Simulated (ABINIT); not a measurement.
Write the native input for ABINIT 10.8.3 (patched build) that does the following.

| Item | Value |
| --- | --- |
| Task | band structure |
| Functional | revPBE |
| Potentials or basis | JTH PAW PBE v2.0 |
| Cutoff | 517 eV |
| k mesh | 10 × 10 × 10 |
| Occupations | fermi-dirac, width 0.05 eV |
| Spin | spin-orbit coupling, no magnetisation |
| Fine-grid cutoff | 1034.03 eV |
| Exchange and correlation inside the PAW spheres | full angular mesh (pawxcdev 0, this build's default; the released program takes 1) |

Crystal: HfC.

```
Hf C
1.0
     0.00000    2.32500    2.32500
     2.32500    0.00000    2.32500
     2.32500    2.32500    0.00000
Hf C
1 1
Direct
  0.50000 0.50000 0.50000
  0.00000 0.00000 0.00000
```

These files were run (other wordings do the same):

run.abi

```
ndtset 2

pp_dirpath "./"
pseudos "Hf.GGA_PBE-JTH.xml, C.GGA_PBE-JTH.xml"

acell 3*1.0 Angstrom
rprim
     0.0000000000     2.3250000000     2.3250000000
     2.3250000000     0.0000000000     2.3250000000
     2.3250000000     2.3250000000     0.0000000000
ntypat 2
znucl 72 6
natom 2
typat 1 2
xred
     0.5000000000     0.5000000000     0.5000000000
     0.0000000000     0.0000000000     0.0000000000

ecut 19.0
pawecutdg 38.0

ixc 14

occopt 3
tsmear 0.00183747

nspinor 2
nspden 1
pawspnorb 1

nstep 100

iomode 3
prtwf 0
prteig 0
prtebands 0
prtden1 1

kptopt1 4
ngkpt1 10 10 10
nshiftk1 1
shiftk1 0.0 0.0 0.0
nband1 24
tolvrs1 1.0e-9

iscf2 -2
getden2 1
nband2 36
nbdbuf2 8
tolwfr2 1.0e-11
kptopt2 -9
ndivsm2 5
prteig2 1
kptbounds2
     0.0000000000     0.0000000000     0.0000000000
     0.5000000000     0.0000000000     0.5000000000
     0.5000000000     0.2500000000     0.7500000000
     0.3750000000     0.3750000000     0.7500000000
     0.0000000000     0.0000000000     0.0000000000
     0.5000000000     0.5000000000     0.5000000000
     0.6250000000     0.2500000000     0.6250000000
     0.5000000000     0.2500000000     0.7500000000
     0.5000000000     0.5000000000     0.5000000000
     0.3750000000     0.3750000000     0.7500000000
```

Potentials or basis: JTH PAW PBE v2.0.

The run is started by

```sh
$ abinit run.abi > log 2>&1
```

Results of the run:

The pressure is 2.7 GPa, the band gap on the k mesh is none (metal or under the smearing width) and the valence electrons inside the program's atomic spheres are Hf 9.59; C 2.43.

Caveat: the PAW data sets were made with another functional, which shifts forces and pressure a little.

Run time: 2.6 min on 1 thread of Arm Neoverse V1, with other jobs on the host, peak memory 0.16 GiB.
